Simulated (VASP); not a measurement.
Energy against volume of SrF$_{2}$ (fluorite). Level of theory: LDA (Ceperley-Alder, Perdew-Zunger), VASP's LDA PAW potentials (set 64) (plane waves; VASP 6.6.1). Settings: 520 eV cut-off, 7×7×7 Γ-centred mesh, Gaussian smearing of 0.050 eV, potentials Sr_sv F.

```
V (Å³/atom)  E (eV/atom)
-----------  -----------
14.332          -6.19277
14.789          -6.20623
15.247          -6.21089
15.704          -6.20807
```

Question: Fit these four points and predict the energy of the run at 16.161 Å³/atom.

Answer: A cubic in V^(−2/3), the third-order Birch-Murnaghan form, passes through the four points with V0 = 15.29 Å³/atom and B0 = 86 GPa, and gives -6.1989 eV/atom there. The run gave -6.1991 eV/atom, -0.2 meV/atom from the fit; all five points give B0 = 85 GPa.

The compound is SrF2 in the fluorite structure. It was relaxed first, which changed the volume by -6 %.
